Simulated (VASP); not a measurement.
# Se: self-consistent run, by functional and exact exchange

Se, P3_121 (no. 152), 3 atoms in the cell.

| Functional | Exact exchange | Pressure (GPa) | Gap on the mesh (eV) | Time (s) |
|---|---|---|---|---|
| B97 | 0.1943 | 2.96 | 2.388 | 201 |
| B3LYP | 0.2 | 3.77 | 2.381 | 136 |
| B3P86 | 0.2 | 1.31 | 2.333 | 137 |
| B97-2 | 0.21 | 1.46 | 2.491 | 192 |
| B97-1 | 0.21 | 2.72 | 2.459 | 210 |
| mPW1PW | 0.25 | 0.50 | 2.643 | 148 |
| PBEsol0 | 0.25 | -1.39 | 2.563 | 160 |
| HSE12 | 0.313 | 0.23 | 2.174 | 166 |

## Input of the first row

INCAR.step1:
```
SYSTEM = Se
PREC = Accurate
ENCUT = 450
EDIFF = 1E-5
ISMEAR = 0
SIGMA = 0.02
LREAL = .FALSE.
LASPH = .TRUE.
ALGO = Normal
NELM = 100
ISIF = 2
LWAVE = .TRUE.
LCHARG = .FALSE.
GGA = PE
```

INCAR.step2:
```
SYSTEM = Se
PREC = Accurate
ENCUT = 450
EDIFF = 1E-6
ISMEAR = 0
SIGMA = 0.02
LREAL = .FALSE.
LASPH = .TRUE.
ALGO = Normal
NELM = 100
ISIF = 2
LWAVE = .FALSE.
LCHARG = .FALSE.
ISTART = 1
LHFCALC = .TRUE.
AEXX = 0.1943
PRECFOCK = Fast
GGA = LIBXC
LIBXC1 = HYB_GGA_XC_B97
```

KPOINTS:
```
k-points
0
Gamma
  4 4 4
```

POSCAR:
```
Se
1.0
    4.3662000000      0.0000000000      0.0000000000
   -2.1831000000      3.7812401180      0.0000000000
    0.0000000000      0.0000000000      4.9536000000
Se
3
Direct
    0.7746000000      0.7746000000      0.0000000000
    0.0000000000      0.2254000000      0.6666666667
    0.2254000000      0.0000000000      0.3333333333
```

Commands (each step's output is kept before the next begins):
```
cat potpaw_PBE.64/Se/POTCAR > POTCAR
cp INCAR.step1 INCAR
mpirun -np 1 vasp_std > vasp.out
cp INCAR.step2 INCAR
mpirun -np 1 vasp_std > vasp.out
```

Changes of the last row against the first:
```
(step 2)
- AEXX = 0.1943
- LIBXC1 = HYB_GGA_XC_B97
+ AEXX = 0.313
+ LIBXC1 = HYB_GGA_XC_HSE12
+ HFSCREEN = 0.185
```

VASP 6.6.1 took 201 s on 1 core (Intel Xeon 6975P-C (Granite Rapids)), a shared host.
